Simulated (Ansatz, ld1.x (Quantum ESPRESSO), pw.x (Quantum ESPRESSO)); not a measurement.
molybdenum: one change to the RRKJ potential, in the atom and in the fcc crystal

* Element: Mo (Z = 42)
* Generator: ld1.x (Quantum ESPRESSO) 7.5
* Type: norm-conserving RRKJ (Kleinman–Bylander form)
* Functional: PBE
* Relativity: scalar-relativistic
* Frozen core: [Kr]
* Valence charge: 6
* Reference configuration: 4d5 5s1 5p0
* Partial waves: 5p (bound, empty): rc 4.15 bohr; 4d (bound): rc 1.35 bohr; 5s (bound): rc 2.70 bohr
* Local potential: the s channel
* Core correction: none
* rho0: 0.005

Change: reference 4d5 5s0 5p0.

Cutoffs, loose and tight: the cutoffs (Ry, on a coarse ladder) from which the occupation-weighted sum of valence levels, in a spherical-Bessel basis at the reference potential, stays within 10 and 1 mRy of its value at 400 Ry. They do not see the model core or the augmentation charge, which bear on the density cutoff. Test errors are all-electron minus pseudo excitation energies from the reference, over the configurations 4d5 5s0 5p0; 4d4 5s0 5p0; 4d3 5s0 5p0; 4d4 5s1 5p1; 4d5.5 5s0.5 5p0; 4d4 5s1 5p0; 4d5 5s0.5 5p0; variants that change the core or the reference have their own tests.

Crystal test: fcc Mo in pw.x 7.5, no spin, 14³ k-points, Fermi–Dirac smearing 0.01 Ry, cutoffs set for each file from its atomic test. The reference is all-electron LAPW (Ansatz 0.2.0) with the same functional, mesh and smearing; V0 and B0 come from Birch–Murnaghan fits to the pressures at five volumes. Errors are pseudo minus all-electron; Δ is the rms difference of the E(V) curves that follow from these fits, minima aligned, over ±6 % about the mean V0. Mesh and smearing are coarse, so the numbers serve the comparison and aren't converged zero-temperature values; the lattice is a test structure that the element need not adopt.

All-electron: a0 = 4.005 Å (V0 = 16.06 Å³/atom), B0 = 235.3 GPa.

Does the change bring the crystal closer to the all-electron result?

The mean pressure error goes from +11.64 to -1.86 GPa, so the change moves the solid closer to the all-electron pressures. The B0 error goes the other way, from -2.9 to +7.4 %.

| quantity | base | changed |
| --- | --- | --- |
| outcome (atom) | generated | generated |
| cutoff, loose (atom) | 50 Ry | 55 Ry |
| cutoff, tight (atom) | 90 Ry | 90 Ry |
| bound ghosts (atom) | none | none |
| largest test error (meV) (atom) | -202 | -711 |
| cutoffs in pw.x (Ry) | 110/440 | 110/440 |
| a0 (Å) | 4.066 | 3.994 |
| a0 error (%) | +1.53 | -0.26 |
| B0 error (%) | -2.9 | +7.4 |
| Δ (meV/atom) | 38.1 | 6.5 |
| mean pressure error (GPa) | +11.64 | -1.86 |

Base: The largest radius (4.15 bohr) exceeds half the bond length (2.67 bohr), so the spheres overlap, which is one possible source of error among others. This is a poor potential for the solid. Changed file: The largest radius (4.15 bohr) exceeds half the bond length (2.67 bohr), so the spheres overlap, which is one possible source of error among others. The atomic cutoffs weigh occupied waves only.
